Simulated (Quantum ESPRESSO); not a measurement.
# Ti (P6/mmm) in Quantum ESPRESSO: further runs

The runs below take Ti through band structure, single point, equation of state, with PBEsol, LDA, r2SCAN.

Everything below comes from runs of Quantum ESPRESSO 7.5. Logs are shortened: lines on timing, memory, paths and dates and some standing lists are left out, and cuts for length are marked.

## 1. The crystal as given

Symmetry: P6/mmm, No. 191, hexagonal system. The conventional cell has a = 4.567 Å, b = 4.567 Å, c = 2.826 Å, α = 90.00°, β = 90.00°, γ = 120.00°. Ti (site symmetry -6m2) has 11 Ti at 2.64 to 2.99 Å as nearest neighbours. Ti (site symmetry 6/mmm) has 14 Ti at 2.83 to 2.99 Å as nearest neighbours.

This isn't the form of Ti at room conditions, which is hcp.

## 2. Band structure, PBEsol

pw.in

```
&CONTROL
  calculation = 'scf'
  prefix = 'pwscf'
  outdir = './tmp'
  pseudo_dir = './pseudo'
  tprnfor = .true.
  tstress = .true.
  disk_io = 'low'
/
&SYSTEM
  ibrav = 0
  celldm(1) = 8
  nat = 3
  ntyp = 1
  ecutwfc = 45
  ecutrho = 360
  nbnd = 26
  occupations = 'smearing'
  smearing = 'fd'
  degauss = 0.00367493
/
&ELECTRONS
  conv_thr = 6d-10
  electron_maxstep = 120
  mixing_beta = 0.5
/
ATOMIC_SPECIES
Ti    47.8670 ti_pbesol_v1.4.uspp.F.UPF
CELL_PARAMETERS alat
  1.0788859422929   0.0000000000000   0.0000000000000
 -0.5394429711464   0.9343426338103   0.0000000000000
  0.0000000000000   0.0000000000000   0.6676034539491
ATOMIC_POSITIONS crystal
Ti     0.6666666667    0.3333333333    0.5000000000
Ti     0.3333333333    0.6666666667    0.5000000000
Ti     0.0000000000    0.0000000000    0.0000000000
K_POINTS automatic
7 7 9 0 0 0
```

bands.in

```
&CONTROL
  calculation = 'bands'
  prefix = 'pwscf'
  outdir = './tmp'
  pseudo_dir = './pseudo'
  disk_io = 'low'
  verbosity = 'high'
/
&SYSTEM
  ibrav = 0
  celldm(1) = 8
  nat = 3
  ntyp = 1
  ecutwfc = 45
  ecutrho = 360
  nbnd = 26
  occupations = 'smearing'
  smearing = 'fd'
  degauss = 0.00367493
/
&ELECTRONS
  conv_thr = 1d-08
  electron_maxstep = 120
  mixing_beta = 0.5
  diago_full_acc = .true.
  startingwfc = 'random'
/
ATOMIC_SPECIES
Ti    47.8670 ti_pbesol_v1.4.uspp.F.UPF
CELL_PARAMETERS alat
  1.0788859422929   0.0000000000000   0.0000000000000
 -0.5394429711464   0.9343426338103   0.0000000000000
  0.0000000000000   0.0000000000000   0.6676034539491
ATOMIC_POSITIONS crystal
Ti     0.6666666667    0.3333333333    0.5000000000
Ti     0.3333333333    0.6666666667    0.5000000000
Ti     0.0000000000    0.0000000000    0.0000000000
K_POINTS crystal
60
 0.0000000000  0.0000000000  0.0000000000 1
 0.1000000000  0.0000000000  0.0000000000 1
 0.2000000000  0.0000000000  0.0000000000 1
 0.3000000000  0.0000000000  0.0000000000 1
 0.4000000000  0.0000000000  0.0000000000 1
 0.5000000000  0.0000000000  0.0000000000 1
 0.4444444444  0.1111111111  0.0000000000 1
 0.3888888889  0.2222222222  0.0000000000 1
 0.3333333333  0.3333333333  0.0000000000 1
 0.2777777778  0.2777777778  0.0000000000 1
 0.2222222222  0.2222222222  0.0000000000 1
 0.1666666667  0.1666666667  0.0000000000 1
 0.1111111111  0.1111111111  0.0000000000 1
 0.0555555556  0.0555555556  0.0000000000 1
 0.0000000000  0.0000000000  0.0000000000 1
 0.0000000000  0.0000000000  0.0625000000 1
 0.0000000000  0.0000000000  0.1250000000 1
 0.0000000000  0.0000000000  0.1875000000 1
 0.0000000000  0.0000000000  0.2500000000 1
 0.0000000000  0.0000000000  0.3125000000 1
 0.0000000000  0.0000000000  0.3750000000 1
 0.0000000000  0.0000000000  0.4375000000 1
 0.0000000000  0.0000000000  0.5000000000 1
 0.0833333333  0.0000000000  0.5000000000 1
 0.1666666667  0.0000000000  0.5000000000 1
 0.2500000000  0.0000000000  0.5000000000 1
 0.3333333333  0.0000000000  0.5000000000 1
 0.4166666667  0.0000000000  0.5000000000 1
 0.5000000000  0.0000000000  0.5000000000 1
 0.4444444444  0.1111111111  0.5000000000 1
 0.3888888889  0.2222222222  0.5000000000 1
 0.3333333333  0.3333333333  0.5000000000 1
 0.2857142857  0.2857142857  0.5000000000 1
 0.2380952381  0.2380952381  0.5000000000 1
 0.1904761905  0.1904761905  0.5000000000 1
 0.1428571429  0.1428571429  0.5000000000 1
 0.0952380952  0.0952380952  0.5000000000 1
 0.0476190476  0.0476190476  0.5000000000 1
 0.0000000000  0.0000000000  0.5000000000 1
 0.5000000000  0.0000000000  0.5000000000 1
 0.5000000000  0.0000000000  0.4444444444 1
 0.5000000000  0.0000000000  0.3888888889 1
 0.5000000000  0.0000000000  0.3333333333 1
 0.5000000000  0.0000000000  0.2777777778 1
 0.5000000000  0.0000000000  0.2222222222 1
 0.5000000000  0.0000000000  0.1666666667 1
 0.5000000000  0.0000000000  0.1111111111 1
 0.5000000000  0.0000000000  0.0555555556 1
 0.5000000000  0.0000000000  0.0000000000 1
 0.3333333333  0.3333333333  0.0000000000 1
 0.3333333333  0.3333333333  0.0500000000 1
 0.3333333333  0.3333333333  0.1000000000 1
 0.3333333333  0.3333333333  0.1500000000 1
 0.3333333333  0.3333333333  0.2000000000 1
 0.3333333333  0.3333333333  0.2500000000 1
 0.3333333333  0.3333333333  0.3000000000 1
 0.3333333333  0.3333333333  0.3500000000 1
 0.3333333333  0.3333333333  0.4000000000 1
 0.3333333333  0.3333333333  0.4500000000 1
 0.3333333333  0.3333333333  0.5000000000 1
```

Potentials or basis: GBRV 1.5 PBEsol.

Started as:

```console
$ OMP_NUM_THREADS=1 mpirun -n 2 pw.x -nk 2 -in pw.in > pw.out
$ OMP_NUM_THREADS=1 mpirun -n 2 pw.x -nk 2 -in bands.in > bands.out
```

pw.out:

```text
This program is part of the open-source Quantum ESPRESSO suite
     for quantum simulation of materials; please cite
[... 6 lines left out ...]
     using ibrav=0 with symmetry is DISCOURAGED, use correct ibrav instead

     K-points division:     npool     =       2
     Subspace diagonalization in iterative solution of the eigenvalue problem:
     a serial algorithm will be used

     G-vector sticks info
     --------------------
     sticks:   dense  smooth     PW     G-vecs:    dense   smooth      PW
     Sum        1843     925    283                39687    14099    2335

     Using Slab Decomposition

     bravais-lattice index     =            0
     lattice parameter (alat)  =       8.0000  a.u.
     unit-cell volume          =     344.5643 (a.u.)^3
     number of atoms/cell      =            3
     number of atomic types    =            1
     number of electrons       =        36.00
     number of Kohn-Sham states=           26
     kinetic-energy cutoff     =      45.0000  Ry
     charge density cutoff     =     360.0000  Ry
     scf convergence threshold =      6.0E-10
     mixing beta               =       0.5000
     number of iterations used =            8  plain     mixing
     Exchange-correlation= SLA  PW   PSX  PSC
                           (   1   4  10   8   0   0   0)

     celldm(1)=   8.000000  celldm(2)=   0.000000  celldm(3)=   0.000000
     celldm(4)=   0.000000  celldm(5)=   0.000000  celldm(6)=   0.000000

     crystal axes: (cart. coord. in units of alat)
               a(1) = (   1.078886   0.000000   0.000000 )
               a(2) = (  -0.539443   0.934343   0.000000 )
               a(3) = (   0.000000   0.000000   0.667603 )

     reciprocal axes: (cart. coord. in units 2 pi/alat)
               b(1) = (  0.926882  0.535136 -0.000000 )
               b(2) = (  0.000000  1.070271  0.000000 )
               b(3) = (  0.000000 -0.000000  1.497895 )

     PseudoPot. # 1 for Ti read from file:
     ti_pbesol_v1.4.uspp.F.UPF
     Pseudo is Ultrasoft + core correction, Zval = 12.0
     Generated by new atomic code, or converted to UPF format
     Using radial grid of  851 points,  6 beta functions with:
                l(1) =   0
                l(2) =   0
                l(3) =   1
                l(4) =   1
                l(5) =   2
                l(6) =   2
     Q(r) pseudized with  6 coefficients,  rinner =    1.000   1.000   1.000
                                                       1.000   1.000

     atomic species   valence    mass     pseudopotential
     Ti               12.00    47.86700     Ti( 1.00)

     24 Sym. Ops., with inversion, found

   Cartesian axes

     site n.     atom                  positions (alat units)
         1        Ti     tau(   1) = (   0.5394430   0.3114475   0.3338017  )
         2        Ti     tau(   2) = (  -0.0000000   0.6228951   0.3338017  )
         3        Ti     tau(   3) = (   0.0000000   0.0000000   0.0000000  )

     number of k points=    40  Fermi-Dirac smearing, width (Ry)=  0.0037
                       cart. coord. in units 2pi/alat
        k(    1) = (   0.0000000   0.0000000   0.0000000), wk =   0.0045351
        k(    2) = (   0.0000000   0.0000000   0.1664328), wk =   0.0090703
        k(    3) = (   0.0000000   0.0000000   0.3328656), wk =   0.0090703
        k(    4) = (   0.0000000   0.0000000   0.4992984), wk =   0.0090703
        k(    5) = (   0.0000000   0.0000000   0.6657312), wk =   0.0090703
        k(    6) = (   0.0000000   0.1528959   0.0000000), wk =   0.0272109
[... 32 lines left out ...]
        k(   39) = (   0.2648234   0.4586877   0.4992984), wk =   0.0544218
        k(   40) = (   0.2648234   0.4586877   0.6657312), wk =   0.0544218

     Dense  grid:    39687 G-vectors     FFT dimensions: (  54,  54,  36)

     Smooth grid:    14099 G-vectors     FFT dimensions: (  40,  40,  24)

     Check: negative core charge=   -0.000017

     Initial potential from superposition of free atoms

     starting charge      32.9999, renormalised to      36.0000

     negative rho (up, down):  2.269E-03 0.000E+00
     Starting wfcs are   30 randomized atomic wfcs

     Self-consistent Calculation

     iteration #  1     ecut=    45.00 Ry     beta= 0.50
     Davidson diagonalization with overlap
     ethr =  1.00E-02,  avg # of iterations =  4.0

     negative rho (up, down):  2.723E-03 0.000E+00

     total energy              =    -356.97449310 Ry
     estimated scf accuracy    <       1.89505994 Ry

     iteration #  2     ecut=    45.00 Ry     beta= 0.50
     Davidson diagonalization with overlap
     ethr =  5.26E-03,  avg # of iterations =  2.8

     negative rho (up, down):  2.065E-03 0.000E+00

     total energy              =    -357.34537915 Ry
     estimated scf accuracy    <       0.15995359 Ry
[... 64 lines left out ...]
     iteration # 10     ecut=    45.00 Ry     beta= 0.50
     Davidson diagonalization with overlap
     ethr =  5.59E-11,  avg # of iterations =  4.4

     negative rho (up, down):  1.573E-03 0.000E+00

     total energy              =    -357.43838368 Ry
     estimated scf accuracy    <          1.2E-09 Ry

     iteration # 11     ecut=    45.00 Ry     beta= 0.50
     Davidson diagonalization with overlap
     ethr =  3.30E-12,  avg # of iterations =  3.3

     negative rho (up, down):  1.573E-03 0.000E+00

     End of self-consistent calculation

          k = 0.0000 0.0000 0.0000 (  1757 PWs)   bands (ev):

   -43.1287 -42.8675 -42.6965 -19.5591 -19.5591 -19.4557 -19.4557 -19.1612
   -18.9583 -18.8747 -18.8412 -18.8412   7.3733  11.5133  12.7684  12.7684
    12.8688  12.8688  13.4527  14.1640  14.7829  14.7829  15.3156  15.3156
    15.4058  15.4058

          k = 0.0000 0.0000 0.1664 (  1739 PWs)   bands (ev):

   -43.1204 -42.8623 -42.6901 -19.5472 -19.5472 -19.4483 -19.4483 -19.2121
   -19.0203 -18.9263 -18.8421 -18.8421   7.6533  11.7285  12.5854  12.5854
    12.7365  12.7365  13.8223  14.4040  14.7020  14.7020  15.2667  15.2667
    15.5972  15.5972

          k = 0.0000 0.0000 0.3329 (  1739 PWs)   bands (ev):

   -43.0993 -42.8493 -42.6738 -19.5166 -19.5166 -19.4293 -19.4293 -19.3385
   -19.1765 -19.0556 -18.8451 -18.8451   8.4408  12.1452  12.1452  12.2061
    12.4198  12.4198  14.6550  14.6550  14.8576  15.0778  15.0778  15.1057
    15.9367  15.9367
[... 248 lines left out ...]
   -43.0707 -42.7645 -42.7307 -19.6313 -19.5453 -19.5318 -19.3202 -19.2419
   -19.2274 -19.1605 -19.0586 -18.7899  10.8791  11.4567  11.8026  12.2760
    12.9069  12.9477  13.3997  13.6965  14.6406  14.8951  15.0598  15.9270
    16.5274  16.7223

          k = 0.2648 0.4587 0.6657 (  1755 PWs)   bands (ev):

   -43.0581 -42.7518 -42.7180 -19.6951 -19.5787 -19.5299 -19.3340 -19.2972
   -19.2760 -19.1815 -19.0582 -18.7812  10.8660  11.6773  12.0988  12.4400
    12.4492  12.6214  13.7167  14.1168  14.3632  14.7122  15.7584  15.8369
    16.8031  17.3115

     the Fermi energy is    13.4740 ev

!    total energy              =    -357.43838368 Ry
     estimated scf accuracy    <          3.9E-10 Ry
     smearing contrib. (-TS)   =      -0.00162761 Ry
     internal energy E=F+TS    =    -357.43675607 Ry

     The total energy is F=E-TS. E is the sum of the following terms:
     one-electron contribution =    -119.60779217 Ry
     hartree contribution      =      72.03153980 Ry
     xc contribution           =     -53.63599423 Ry
     ewald contribution        =    -256.22450947 Ry

     convergence has been achieved in  11 iterations

     negative rho (up, down):  1.573E-03 0.000E+00

     Forces acting on atoms (cartesian axes, Ry/au):

     atom    1 type  1   force =    -0.00000000    0.00000000    0.00000000
     atom    2 type  1   force =     0.00000000   -0.00000000    0.00000000
     atom    3 type  1   force =     0.00000000    0.00000000   -0.00000000

     Total force =     0.000000     Total SCF correction =     0.000000

     Computing stress (Cartesian axis) and pressure

     negative rho (up, down):  1.573E-03 0.000E+00
          total   stress  (Ry/bohr**3)                   (kbar)     P=      -37.52
  -0.00025727   0.00000000   0.00000000          -37.85        0.00        0.00
   0.00000000  -0.00025727  -0.00000000            0.00      -37.85       -0.00
   0.00000000  -0.00000000  -0.00025053            0.00       -0.00      -36.85

=------------------------------------------------------------------------------=
   JOB DONE.
=------------------------------------------------------------------------------=
```

Wall time 56 s (2 MPI ranks of Arm Neoverse V1, shared host); peak memory 0.26 GiB.

What came out:

| Property | Result |
| --- | --- |
| Free energy | -4863.1970 eV |
| Pressure | -3.8 GPa |
| Band gap on the k mesh | none (metal or under the smearing width) |

Levels at the corners of the path, in eV from the Fermi level:
```tsv
point	band 14	band 15	band 16	band 17	band 18	band 19	band 20	band 21	band 22	band 23
Γ	-1.96	-0.71	-0.71	-0.61	-0.61	-0.02	0.69	1.31	1.31	1.84
M	-3.56	-2.63	-0.41	-0.39	-0.35	0.06	0.54	1.05	1.13	1.95
K	-3.14	-3.14	-0.29	-0.29	-0.09	0.10	0.40	0.40	1.56	1.56
Γ	-1.96	-0.71	-0.71	-0.61	-0.61	-0.02	0.69	1.31	1.31	1.84
A	-2.10	-2.10	-1.73	-1.62	-1.62	1.07	1.07	1.26	1.26	2.99
L	-2.11	-1.70	-1.16	-0.68	-0.63	0.36	0.82	0.95	1.06	2.26
H	-1.42	-1.42	-1.11	-1.11	-0.95	0.66	0.66	0.79	0.79	2.15
A	-2.10	-2.10	-1.73	-1.62	-1.62	1.07	1.07	1.26	1.26	2.99
L	-2.11	-1.70	-1.16	-0.68	-0.63	0.36	0.82	0.95	1.06	2.26
M	-3.56	-2.63	-0.41	-0.39	-0.35	0.06	0.54	1.05	1.13	1.95
K	-3.14	-3.14	-0.29	-0.29	-0.09	0.10	0.40	0.40	1.56	1.56
H	-1.42	-1.42	-1.11	-1.11	-0.95	0.66	0.66	0.79	0.79	2.15
```

Caveat: some levels on the path didn't converge.

(Part 1 of 2 ends here.)
